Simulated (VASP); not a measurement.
A run of VASP 6.6.1:

Contents of INCAR:

```
PREC = Accurate
ENCUT = 520
EDIFF = 1E-7
ISMEAR = -1
SIGMA = 0.05
LREAL = F
LASPH = T
NELM = 100
ALGO = Normal
ISIF = 2
LWAVE = F
LCHARG = F
GGA = PS
NBANDS = 35
KPAR = 2
```

File KPOINTS:

```
Automatic mesh
0
Gamma
  6 6 8
```

The input POSCAR:

```
SnO2
1.0
    4.7380000000      0.0000000000      0.0000000000
    0.0000000000      4.7380000000      0.0000000000
    0.0000000000      0.0000000000      3.1865000000
Sn O
2 4
Direct
    0.5013560000      0.5095060000      0.4974570000
   -0.0097630000      0.0061470000     -0.0017750000
    0.8074240000      0.1947060000      0.5055470000
    0.6973130000      0.6992190000      0.0034190000
    0.2080690000      0.8122900000      0.5098610000
    0.3084520000      0.3064930000     -0.0123700000
```

Potentials or basis: VASP PAW PBE potentials, release 64 (Sn_d, O).

Command:

```bash
$ cat potpaw_PBE.64/Sn_d/POTCAR potpaw_PBE.64/O/POTCAR > POTCAR
$ mpirun -np 2 vasp_std > vasp.out
```

Hardware: 2 MPI ranks on Intel(R) Xeon(R) 6975P-C (Granite Rapids) (shared host).

Task: Estimate the wall time of this run.

Result: It took 54 s on 2 MPI ranks on Intel(R) Xeon(R) 6975P-C (Granite Rapids), on a shared host, peak memory 0.37 GiB a rank. Counts: scf iterations 15, k points 148.
